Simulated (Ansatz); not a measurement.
A (100) slab of Sn (Fd-3m (No. 227)), 8 planes, outer planes Sn (top) and Sn (bottom), with 8 atoms (Sn8) in a surface cell of A = 21.396 Å², as cut from the bulk:

```
CELL_PARAMETERS angstrom
4.62558 0.00000 0.00000
0.00000 4.62558 0.00000
0.00000 0.00000 26.44773
ATOMIC_POSITIONS crystal
Sn 0.00000 0.50000 0.28358
Sn 0.00000 0.00000 0.34541
Sn 0.50000 0.00000 0.40725
Sn 0.50000 0.50000 0.46908
Sn 0.00000 0.50000 0.53092
Sn 0.00000 0.00000 0.59275
Sn 0.50000 0.00000 0.65459
Sn 0.50000 0.50000 0.71642
```

These are results of Ansatz 0.2.0, DFT PBEsol, scalar-relativistic, plane waves, PAW, not measurements. Cutoff 420 eV; k points 8×8×1 on the computed 8-atom cell (Γ-centred); Gaussian smearing, width 0.10 eV; no spin polarisation.

Against the same 8 atoms in the bulk, the slab as cut lies 2.730 eV higher and the relaxed slab 2.728 eV higher.

(1) Work out the surface energy before and after relaxation.

(2) A cut through this plane breaks about 2 nearest-neighbour bonds a surface cell. What does each broken bond cost, before relaxation?

(3) What is the ideal work of this cut, per area?

## Answers

(1) The slab has two faces, so γ = (E_slab − N·E_bulk)/(2A), the mean of both. As cut: 2.730/(2 × 21.396) = 0.0638 eV/Å², and 1 eV/Å² = 16.02 J/m², so γ = 1.02 J/m². Relaxed: 2.728/(2 × 21.396) = 0.0638 eV/Å² = 1.02 J/m². Relaxation recovers 0.1 % of the cost of cutting.

(2) One cut makes two faces and costs 2γA = 2.730 eV, shared by 2 bonds: 1.36 eV a bond. In a metal this is less than the cohesive energy a bond, since the bonds that remain at the surface strengthen.

(3) Griffith's ideal work is 2γ: 2.04 J/m², whether the new faces relax or not. One thickness was run, 8 planes, so γ can still shift with it.